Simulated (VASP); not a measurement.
# CaF2 (Fluorite) (Fm-3m) in VASP: further runs

The runs below take CaF2 (Fluorite) through relaxation of cell and atoms, relaxation of the atoms, with LDA.

All numbers are computed with VASP 6.6.1; they aren't measurements. Logs are shortened: lines on timing, memory, paths and dates and some standing lists are left out, and cuts for length are marked.

## 1. The structure

It takes space group Fm-3m (No. 225, cubic). The conventional cell has a = 5.333 Å, b = 5.333 Å, c = 5.333 Å, α = 90.00°, β = 90.00°, γ = 90.00°. Ca (site symmetry m-3m) is surrounded by 8 F at 2.31 Å. Around F (site symmetry -43m) lie 4 Ca at 2.31 Å.

## 2. Relaxation of cell and atoms, LDA

INCAR reads:

```
PREC = Accurate ; ENCUT = 600
EDIFF = 1E-7 ; ISMEAR = 0
SIGMA = 0.03 ; LREAL = F
LASPH = T ; NELM = 80
ALGO = Normal ; ISIF = 3
LWAVE = F ; LCHARG = F
IBRION = 2 ; NSW = 90
EDIFFG = -0.005
```

KPOINTS reads:

```
Automatic mesh
0
Gamma
  8 8 8
```

POSCAR reads:

```
CaF2                                    
1.0
    0.0000000000      2.6664665292      2.6664665292
    2.6664665292      0.0000000000      2.6664665292
    2.6664665292      2.6664665292      0.0000000000
  Ca              F             
     1     2
Direct
     0.0000000000000000    0.0000000000000000    0.0000000000000000
     0.2500000000000000    0.2500000000000000    0.2500000000000000
     0.7500000000000000    0.7500000000000000    0.7500000000000000
```

Potentials or basis: VASP PAW LDA potentials, release 64 (Ca_sv, F).

Run with:

```bash
cat potpaw_LDA.64/Ca_sv/POTCAR potpaw_LDA.64/F/POTCAR > POTCAR
mpirun -np 1 vasp_std > vasp.out
```

OUTCAR:

```text
PREC = Accurate
   ENCUT = 600
   EDIFF = 1E-7
   ISMEAR = 0
   LREAL = F
   LASPH = T
   NELM = 80
   ISIF = 3
   IBRION = 2
   NSW = 90
   EDIFFG = -0.005

 ion  position               nearest neighbor table
   1  0.000  0.000  0.000-   3 2.31   3 2.31   3 2.31   2 2.31   3 2.31   2 2.31   2 2.31   2 2.31

   2  0.250  0.250  0.250-   1 2.31   1 2.31   1 2.31   1 2.31
   3  0.750  0.750  0.750-   1 2.31   1 2.31   1 2.31   1 2.31

  LATTYP: Found a face centered cubic cell.
 ALAT       =     5.3329330584

  Lattice vectors:

 A1 = (   0.0000000000,   2.6664665292,   2.6664665292)
 A2 = (   2.6664665292,   0.0000000000,   2.6664665292)
 A3 = (   2.6664665292,   2.6664665292,   0.0000000000)

Analysis of symmetry for initial positions (statically):
=====================================================================
 Subroutine PRICEL returns:
 Original cell was already a primitive cell.

 Routine SETGRP: Setting up the symmetry group for a
 face centered cubic supercell.

 Subroutine GETGRP returns: Found 48 space group operations
 (whereof 48 operations were pure point group operations)
 out of a pool of 48 trial point group operations.

The static configuration has the point symmetry O_h .

Analysis of symmetry for dynamics (positions and initial velocities):
=====================================================================
 Subroutine PRICEL returns:
 Original cell was already a primitive cell.

 Routine SETGRP: Setting up the symmetry group for a
 face centered cubic supercell.

 Subroutine GETGRP returns: Found 48 space group operations
 (whereof 48 operations were pure point group operations)
 out of a pool of 48 trial point group operations.

The dynamic configuration has the point symmetry O_h .

 Subroutine INISYM returns: Found 48 space group operations
 (whereof 48 operations are pure point group operations),
 and found     1 'primitive' translations

----------------------------------------------------------------------------------------

                                     Primitive cell

  volume of cell :      37.9174
[... 149 lines left out ...]
  Total        0.0202764      0.0202764      0.0202764      0.0000000      0.0000000      0.0000000
  in kB        0.8567672      0.8567672      0.8567672      0.0000000      0.0000000      0.0000000
  external PRESSURE =       0.8567672 kB  Pullay stress =       0.0000000 kB

 VOLUME and BASIS-vectors are now :
 -----------------------------------------------------------------------------
  energy-cutoff  :      600.00
  volume of cell :       37.92
      direct lattice vectors                 reciprocal lattice vectors
     0.000000000  2.666466529  2.666466529    -0.187514073  0.187514073  0.187514073
     2.666466529  0.000000000  2.666466529     0.187514073 -0.187514073  0.187514073
     2.666466529  2.666466529  0.000000000     0.187514073  0.187514073 -0.187514073

 POSITION                                       TOTAL-FORCE (eV/Angst)
 -----------------------------------------------------------------------------------
      0.00000      0.00000      0.00000         0.000000      0.000000      0.000000
      1.33323      1.33323      1.33323         0.000000      0.000000      0.000000
      3.99970      3.99970      3.99970        -0.000000     -0.000000     -0.000000
 -----------------------------------------------------------------------------------
    total drift:                                0.000000     -0.000000      0.000000

  FREE ENERGIE OF THE ION-ELECTRON SYSTEM (eV)
  ---------------------------------------------------
  free  energy   TOTEN  =       -19.0118112289 eV

  energy  without entropy=      -19.0118112289  energy(sigma->0) =      -19.01181123

--------------------------------------- Ionic step        2  -------------------------------------------

 number of electron      23.9999996 magnetization

 Free energy of the ion-electron system (eV)
  ---------------------------------------------------
  ext. energy  EPLUGINS =         0.00000000
  ---------------------------------------------------
  free energy    TOTEN  =       -19.01181410 eV

  energy without entropy =      -19.01181410  energy(sigma->0) =      -19.01181410

 E-fermi :  -0.7548     XC(G=0): -10.7306

 val. band max:       -0.9603911302   @ k =   0.5000   0.5000   0.0000
 cond. band min:       6.3662416420   @ k =   0.0000   0.0000   0.0000
 fundamental gap:      7.3266327722
 Fermi energy:        -0.7548281160

 k-point     1 :       0.0000    0.0000    0.0000
  band No.  band energies     occupation
      1     -36.0712      2.00000
      2     -20.6719      2.00000
      3     -19.7371      2.00000
      4     -17.3094      2.00000
      5     -17.3094      2.00000
      6     -17.3094      2.00000
[... 433 lines left out ...]
      3     -20.4934      2.00000
      4     -17.4089      2.00000
      5     -17.1132      2.00000
      6     -16.7907      2.00000
[... 8 lines left out ...]
     15       9.2535      0.00000
     16       9.7132      0.00000

 [... further k-points ...]

------------------------ aborting loop because EDIFF is reached ----------------------------------------

  FORCE on cell =-STRESS in cart. coord.  units (eV):
  Direction    XX          YY          ZZ          XY          YZ          ZX
  --------------------------------------------------------------------------------------
  -------------------------------------------------------------------------------------
  Total       -0.0059347     -0.0059347     -0.0059347      0.0000000     -0.0000000      0.0000000
  in kB       -0.2505240     -0.2505240     -0.2505240      0.0000000     -0.0000000      0.0000000
  external PRESSURE =      -0.2505240 kB  Pullay stress =       0.0000000 kB

 VOLUME and BASIS-vectors are now :
 -----------------------------------------------------------------------------
  energy-cutoff  :      600.00
  volume of cell :       37.95
      direct lattice vectors                 reciprocal lattice vectors
     0.000000000  2.667335963  2.667335963    -0.187452952  0.187452952  0.187452952
     2.667335963  0.000000000  2.667335963     0.187452952 -0.187452952  0.187452952
     2.667335963  2.667335963  0.000000000     0.187452952  0.187452952 -0.187452952

 POSITION                                       TOTAL-FORCE (eV/Angst)
 -----------------------------------------------------------------------------------
      0.00000      2.66734      2.66734         0.000000     -0.000000     -0.000000
      1.33367      1.33367      1.33367        -0.000000     -0.000000     -0.000000
      4.00100      4.00100      4.00100         0.000000      0.000000      0.000000
 -----------------------------------------------------------------------------------
    total drift:                                0.000000      0.000000      0.000000

  FREE ENERGIE OF THE ION-ELECTRON SYSTEM (eV)
  ---------------------------------------------------
  free  energy   TOTEN  =       -19.0118140993 eV

  energy  without entropy=      -19.0118140993  energy(sigma->0) =      -19.01181410

 reached required accuracy - stopping structural energy minimisation
```

OSZICAR:

```text
N       E                     dE             d eps       ncg     rms          rms(c)
DAV:   1     0.240673564271E+03    0.24067E+03   -0.15079E+04   928   0.171E+03
DAV:   2    -0.986330547692E+01   -0.25054E+03   -0.24670E+03  1184   0.412E+02
[... 11 lines left out ...]
   1 F= -.19011811E+02 E0= -.19011811E+02  d E =-.190118E+02
       N       E                     dE             d eps       ncg     rms          rms(c)
DAV:   1    -0.190120285008E+02   -0.21734E-03   -0.49382E-03  1104   0.741E-01    0.112E-01
DAV:   2    -0.190118355566E+02    0.19294E-03   -0.96376E-04   968   0.259E-01    0.283E-02
DAV:   3    -0.190118166385E+02    0.18918E-04   -0.37393E-05  1296   0.786E-02    0.122E-02
DAV:   4    -0.190118140382E+02    0.26003E-05   -0.25230E-05  1488   0.407E-02    0.474E-03
DAV:   5    -0.190118140993E+02   -0.61103E-07   -0.38456E-07  1088   0.649E-03
   2 F= -.19011814E+02 E0= -.19011814E+02  d E =-.287039E-05
```

CONTCAR:

```text
CaF2
   1.00000000000000
     0.0000000000000000    2.6673359634071079    2.6673359634071079
     2.6673359634071079    0.0000000000000000    2.6673359634071079
     2.6673359634071079    2.6673359634071079    0.0000000000000000
  Ca              F
     1     2
Direct
     1.0000000000000000    0.0000000000000000    0.0000000000000000
     0.2500000000000000    0.2500000000000000    0.2500000000000000
     0.7500000000000000    0.7500000000000000    0.7500000000000000

  0.00000000E+00  0.00000000E+00  0.00000000E+00
  0.00000000E+00  0.00000000E+00  0.00000000E+00
  0.00000000E+00  0.00000000E+00  0.00000000E+00
```

Run time: 14 s. Hardware: 1 thread of Intel Xeon 6975P-C (Granite Rapids), shared host; peak memory 0.17 GiB.

Results:

```
Free energy                            : -19.0118 eV
Relaxed volume                         : 12.65 Å³/atom
Relaxed cell                           : a = 3.772 Å, b = 3.772 Å, c = 3.772 Å, α = 60.00°, β = 60.00°, γ = 60.00°
Space group after relaxing (to 0.05 Å) : Fm-3m (No. 225)
Energy gained by relaxing              : 0.0 meV/atom
Ionic steps                            : 2
Pressure after relaxing                : 0.0 GPa
Band gap on the k mesh                 : 7.33 eV, indirect (least direct gap 7.60 eV)
```

Final structure:
```cif
data_structure
_symmetry_space_group_name_H-M 'P 1'
_symmetry_Int_Tables_number 1
_cell_length_a 3.7722
_cell_length_b 3.7722
_cell_length_c 3.7722
_cell_angle_alpha 60.000
_cell_angle_beta 60.000
_cell_angle_gamma 60.000
_cell_volume 37.95
loop_
_atom_site_label
_atom_site_type_symbol
_atom_site_fract_x
_atom_site_fract_y
_atom_site_fract_z
_atom_site_occupancy
Ca1 Ca 0.00000 0.00000 0.00000 1
F1 F 0.25000 0.25000 0.25000 1
F2 F 0.75000 0.75000 0.75000 1
```

## 3. Relaxation of the atoms, LDA (a relaxed cell with its volume scaled by 0.94)

INCAR reads:

```
PREC = Accurate ; ENCUT = 600
EDIFF = 1E-7 ; ISMEAR = 0
SIGMA = 0.03 ; LREAL = F
LASPH = T ; NELM = 80
ALGO = Fast ; ISIF = 2
LWAVE = F ; LCHARG = F
IBRION = 2 ; NSW = 40
EDIFFG = -0.01
```

KPOINTS is that of step 2.

POSCAR reads:

```
CaF2                                    
1.0
    0.0000000000      2.6128852570      2.6128852570
    2.6128852570      0.0000000000      2.6128852570
    2.6128852570      2.6128852570      0.0000000000
  Ca              F             
     1     2
Direct
     1.0000000000000000    0.0000000000000000    0.0000000000000000
     0.2500000000000000    0.2500000000000000    0.2500000000000000
     0.7500000000000000    0.7500000000000000    0.7500000000000000
```

Potentials or basis: VASP PAW LDA potentials, release 64 (Ca_sv, F).

Run with:

```bash
cat potpaw_LDA.64/Ca_sv/POTCAR potpaw_LDA.64/F/POTCAR > POTCAR
mpirun -np 1 vasp_std > vasp.out
```

OUTCAR:

```text
PREC = Accurate
   ENCUT = 600
   EDIFF = 1E-7
   ISMEAR = 0
   LREAL = F
   LASPH = T
   NELM = 80
   ISIF = 2
   IBRION = 2
   NSW = 40
   EDIFFG = -0.01

 ion  position               nearest neighbor table
   1  0.000  0.000  0.000-   3 2.26   3 2.26   3 2.26   2 2.26   3 2.26   2 2.26   2 2.26   2 2.26

   2  0.250  0.250  0.250-   1 2.26   1 2.26   1 2.26   1 2.26
   3  0.750  0.750  0.750-   1 2.26   1 2.26   1 2.26   1 2.26

  LATTYP: Found a face centered cubic cell.
 ALAT       =     5.2257705140

  Lattice vectors:

 A1 = (   0.0000000000,   2.6128852570,   2.6128852570)
 A2 = (   2.6128852570,   0.0000000000,   2.6128852570)
 A3 = (   2.6128852570,   2.6128852570,   0.0000000000)

Analysis of symmetry for initial positions (statically):
=====================================================================
 Subroutine PRICEL returns:
 Original cell was already a primitive cell.

 Routine SETGRP: Setting up the symmetry group for a
 face centered cubic supercell.

 Subroutine GETGRP returns: Found 48 space group operations
 (whereof 48 operations were pure point group operations)
[... 173 lines left out ...]
 cond. band min:       7.1368774323   @ k =   0.0000   0.0000   0.0000
 fundamental gap:      7.7149379507
 Fermi energy:        -0.4194808593

 k-point     1 :       0.0000    0.0000    0.0000
  band No.  band energies     occupation
      1     -35.4296      2.00000
      2     -20.4540      2.00000
      3     -19.4149      2.00000
      4     -16.6578      2.00000
      5     -16.6578      2.00000
      6     -16.6578      2.00000
[... 433 lines left out ...]
      3     -20.2783      2.00000
      4     -16.7874      2.00000
      5     -16.4419      2.00000
      6     -16.0735      2.00000
[... 8 lines left out ...]
     15      10.0435      0.00000
     16      10.5093      0.00000

 [... further k-points ...]

------------------------ aborting loop because EDIFF is reached ----------------------------------------

  FORCE on cell =-STRESS in cart. coord.  units (eV):
  Direction    XX          YY          ZZ          XY          YZ          ZX
  --------------------------------------------------------------------------------------
  -------------------------------------------------------------------------------------
  Total        1.6178610      1.6178610      1.6178610      0.0000000      0.0000000     -0.0000000
  in kB       72.6542072     72.6542072     72.6542072      0.0000000      0.0000000     -0.0000000
  external PRESSURE =      72.6542072 kB  Pullay stress =       0.0000000 kB

 VOLUME and BASIS-vectors are now :
 -----------------------------------------------------------------------------
  energy-cutoff  :      600.00
  volume of cell :       35.68
      direct lattice vectors                 reciprocal lattice vectors
     0.000000000  2.612885257  2.612885257    -0.191359341  0.191359341  0.191359341
     2.612885257  0.000000000  2.612885257     0.191359341 -0.191359341  0.191359341
     2.612885257  2.612885257  0.000000000     0.191359341  0.191359341 -0.191359341

 POSITION                                       TOTAL-FORCE (eV/Angst)
 -----------------------------------------------------------------------------------
      0.00000      0.00000      0.00000        -0.000000      0.000000      0.000000
      1.30644      1.30644      1.30644        -0.000000     -0.000000     -0.000000
      3.91933      3.91933      3.91933         0.000000      0.000000      0.000000
 -----------------------------------------------------------------------------------
    total drift:                                0.000000     -0.000000      0.000000

  FREE ENERGIE OF THE ION-ELECTRON SYSTEM (eV)
  ---------------------------------------------------
  free  energy   TOTEN  =       -18.9561655021 eV

  energy  without entropy=      -18.9561655021  energy(sigma->0) =      -18.95616550

 reached required accuracy - stopping structural energy minimisation
```

CONTCAR:

```text
CaF2
   1.00000000000000
     0.0000000000000000    2.6128852569999999    2.6128852569999999
     2.6128852569999999    0.0000000000000000    2.6128852569999999
     2.6128852569999999    2.6128852569999999    0.0000000000000000
  Ca              F
     1     2
Direct
     0.0000000000000000    0.0000000000000000    0.0000000000000000
     0.2500000000000000    0.2500000000000000    0.2500000000000000
     0.7500000000000000    0.7500000000000000    0.7500000000000000

  0.00000000E+00  0.00000000E+00  0.00000000E+00
  0.00000000E+00  0.00000000E+00  0.00000000E+00
  0.00000000E+00  0.00000000E+00  0.00000000E+00
```

Wall time 17 s (1 thread of Intel Xeon 6975P-C (Granite Rapids), shared host); peak memory 0.15 GiB.

What came out:

* Free energy: -18.9562 eV
* Pressure after relaxing: 7.3 GPa
* Band gap on the k mesh: 7.71 eV, indirect (least direct gap 8.00 eV)

Final structure:
```yaml
crystal:
  lattice:
    - [0.00000, 2.61289, 2.61289]
    - [2.61289, 0.00000, 2.61289]
    - [2.61289, 2.61289, 0.00000]
  atoms:
    - { symbol: Ca, position: [0.00000, 0.00000, 0.00000] }
    - { symbol: F, position: [0.25000, 0.25000, 0.25000] }
    - { symbol: F, position: [0.75000, 0.75000, 0.75000] }
```

Caveat: the relaxation stopped at its first step, so nothing moved.

[end of part 1 of 2]
